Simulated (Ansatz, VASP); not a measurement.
# Al in VASP and in Ansatz

```xyz
1
Lattice="1.2069 -2.2533 0.0000 1.2069 2.2533 0.0000 0.0000 0.0000 3.5188" Properties=species:S:1:pos:R:3 pbc="T T T"
Al    0.0000    0.0000    0.0000
```

Alike in both runs: task single point; functional PBE; k mesh 8 × 8 × 6; occupations gaussian, width 0.1 eV; no spin polarisation.

|  | VASP | Ansatz |
| --- | --- | --- |
| version | VASP 6.6.1 | Ansatz 0.2.0 |
| potentials or method | VASP PAW PBE potentials, release 64 (Al) | scalar-relativistic, plane waves, PAW |
| plane-wave cutoff (eV) | 520 | 420 |
| valence electrons in the cell | 3 | 3 |

```csv
,VASP,Ansatz,Ansatz less VASP
gap on the k mesh at the Fermi level (eV),none,none,-
pressure (GPa),14.3,14.3,+0.01
largest component of the traceless stress (GPa),23.13,23.17,+0.033
```

A gap of «none» marks a metal or a gap that the smearing closes.

Caveats: the k mesh is coarse (spacing up to 0.37 Å⁻¹), so the values aren't converged.
